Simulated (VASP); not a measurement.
## B: equation of state with PBE

B:

```
B
1.0
     1.62456    0.00000    0.00000
     0.00000    2.86615    0.00000
     0.00000    0.00000    3.91440
B
2
Direct
  0.00000 0.50000 0.60926
  0.50000 0.00000 0.39074
```

The cell was built by a generator and needn't be a form met in nature.

- Program: VASP 6.6.1
- Task: equation of state
- Functional: PBE
- Potentials or basis: VASP PAW PBE potentials, release 64 (B)
- Cutoff: 520 eV
- k mesh: 16 × 9 × 7
- Occupations: fermi-dirac, width 0.05 eV
- Spin: no spin polarisation

```json
{
  "Equilibrium volume": "9.12 Å³/atom",
  "Bulk modulus at fixed shape and positions": "177 GPa",
  "Pressure derivative of the bulk modulus": "3.4"
}
```

Energy against volume, from the lowest point:
| volume (Å³/atom) | energy (meV/atom) |
| --- | --- |
| 8.566 | 20.66 |
| 8.749 | 9.08 |
| 8.931 | 2.33 |
| 9.113 | 0.00 |
| 9.295 | 1.72 |
| 9.478 | 7.15 |
| 9.660 | 15.96 |

All runs of the series together: 57 s on 1 thread of Intel(R) Xeon(R) 6975P-C (Granite Rapids), with other jobs on the host.

Caveat: the cell was scaled at fixed shape and fractional positions, which overstates the stiffness of a crystal with free parameters, most of all of layers and chains; this functional lacks dispersion, which binds the layers, so the pressure and a relaxed spacing across them are unreliable.
